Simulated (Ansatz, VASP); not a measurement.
**Zr: VASP beside Ansatz**

Contents of POSCAR:

```
Zr
1.0
    2.4434843679     -4.1412528644      0.0000000000
    2.4434843679      4.1412528644      0.0000000000
    0.0000000000      0.0000000000      4.8934692373
Zr
4
Direct
    0.1525000000      0.8475000000      0.0785000000
    0.6525000000      0.3475000000      0.4215000000
    0.8475000000      0.1525000000      0.9215000000
    0.3475000000      0.6525000000      0.5785000000
```

The input INCAR.step1:

```
SYSTEM = Zr
ALGO = Normal ; EDIFF = 1E-4
ENCUT = 520 ; GGA = PE
ISMEAR = 0 ; LASPH = .TRUE.
LCHARG = .FALSE. ; LREAL = .FALSE.
LWAVE = .TRUE. ; NBANDS = 32
NELM = 100 ; PREC = Accurate
SIGMA = 0.1
```

File INCAR.step2:

```
SYSTEM = Zr
ALGO = Normal ; EDIFF = 1E-7
ENCUT = 520 ; ISIF = 2
ISMEAR = 0 ; ISTART = 1
LASPH = .TRUE. ; LCHARG = .FALSE.
LMIXTAU = .TRUE. ; LREAL = .FALSE.
LWAVE = .FALSE. ; METAGGA = R2SCAN
NBANDS = 32 ; NELM = 100
PREC = Accurate ; SIGMA = 0.1
```

Contents of KPOINTS:

```
k-points
0
G
  4 4 4
  0 0 0
```

Input for Ansatz:

```yaml
crystal:
  lattice:
    - [2.4434843679, -4.1412528644, 0.0]
    - [2.4434843679, 4.1412528644, 0.0]
    - [0.0, 0.0, 4.8934692373]
  atoms:
    - { symbol: Zr, position: [0.1525, 0.8475, 0.0785] }
    - { symbol: Zr, position: [0.6525, 0.3475, 0.4215] }
    - { symbol: Zr, position: [0.8475, 0.1525, 0.9215] }
    - { symbol: Zr, position: [0.3475, 0.6525, 0.5785] }
basis:
  ecutwfc: 500
kpoints:
  mp_grid: { grid: [4, 4, 4] }
hamiltonian:
  xc: r2scan
scf:
  occupations: { method: gaussian, width: 0.1 }
  lower_state_search: "off"
output:
  forces: true
  stress: true
  eigenvalues: true
```

Alike in both runs: task single point; functional r2SCAN; k mesh 4 × 4 × 4; occupations gaussian, width 0.1 eV; no spin polarisation.

```csv
,VASP,Ansatz
version,VASP 6.6.1,Ansatz 0.2.0
potentials or method,"VASP PAW PBE potentials, release 64 (Zr_sv)","scalar-relativistic, plane waves, PAW"
plane-wave cutoff (eV),520,500
valence electrons in the cell,48,48
```

```csv
,VASP,Ansatz,Ansatz less VASP
gap on the k mesh at the Fermi level (eV),none,none,-
pressure (GPa),5.1,5.0,-0.10
largest component of the traceless stress (GPa),8.02,7.90,-0.121
rms of the force components (eV/Å),0.140,0.132,-0.0080
```

Atom by atom the forces differ by 0.013 eV/Å (rms over components). A gap of «none» marks a metal or a gap that the smearing closes.

Caveats: the k mesh is coarse (spacing up to 0.37 Å⁻¹), so the values aren't converged; the PAW data sets were made with another functional, which shifts forces and pressure a little (VASP).
